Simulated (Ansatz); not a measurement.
**InAs in Ansatz: the effect of functional**

InAs:

```
In As
1.0
     0.00000    3.01800    3.01800
     3.01800    0.00000    3.01800
     3.01800    3.01800    0.00000
In As
1 1
Direct
  0.00000 0.00000 0.00000
  0.75000 0.75000 0.75000
```

Alike in all runs:

- Program: Ansatz 0.2.0
- Task: single point
- Potentials or basis: all-electron PAW datasets made for the crystal
- k mesh: 6 × 6 × 6
- Occupations: fermi-dirac, width 0.05 eV
- Spin: no spin polarisation

```tsv
functional	cutoff	gap on the mesh (eV)	pressure (GPa)
PBEsol	240 eV (chosen from the basis error)	?	?
HSE06	340 eV (chosen from the basis error)	0.58	2.3
PBE0	340 eV (chosen from the basis error)	1.13	2.1
```

Q: What does the run with functional PBEsol give?

A: gap on the mesh none; pressure 1.6 GPa.

Caveats: spin-orbit coupling is left out, which moves the levels of the heavy elements (some runs); the k mesh is thin for a metal, which can move the energy by tens of meV per atom (some runs); the program warned that the printed levels may be off, so bands, gaps and densities of states are rough (some runs).

A gap of «none» marks a metal or a gap under the smearing width.

The runs don't all hold the same shells in valence.
